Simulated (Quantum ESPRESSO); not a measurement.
TiAl3 under changes of volume

One of the cells (15.634 Å³/atom); the others are scaled copies at fixed shape and fractional positions:

```
Ti Al
1.0
    -1.91111    1.91111    4.28067
     1.91111   -1.91111    4.28067
     1.91111    1.91111   -4.28067
Ti Al
1 3
Direct
  0.00000 0.00000 0.00000
  0.25000 0.75000 0.50000
  0.75000 0.25000 0.50000
  0.50000 0.50000 0.00000
```

The cell comes from a database or a generator and needn't be the stable form of this composition.

| Item | Value |
| --- | --- |
| Program | Quantum ESPRESSO 7.5 |
| Functional | PBE |
| Potentials or basis | SSSP 1.3 efficiency PBE |
| Cutoff | 748 eV |
| Density cutoff | 5987 eV |
| k mesh | 10 × 10 × 10 |
| Occupations | fermi-dirac, width 0.05 eV |
| Spin | no spin polarisation |

```csv
volume (Å³/atom),energy over the lowest point (meV/atom),pressure (GPa)
14.696,?,?
15.009,19.56,7.2
15.322,8.25,4.5
15.634,1.88,2.1
15.947,0.00,-0.1
16.260,2.17,-2.1
16.572,8.00,-3.9
```

Problem. What does the run at 14.696 Å³/atom give?

Solution. Energy over the lowest point 36.34 meV/atom; pressure 10.1 GPa.

Worked out: A Birch-Murnaghan fit of order 3 (a polynomial in V^(-2/3)) to the other rows has its minimum at 15.93 Å³/atom with B0 = V·E''(V) = 106 GPa and B' = 4.0 at fixed shape and positions, which overstates the stiffness. It gives 36.36 meV/atom at 14.696 Å³/atom, against the run's 36.34, and -dE/dV = 10.1 GPa, against 10.1.

Energies are extrapolated to zero smearing.
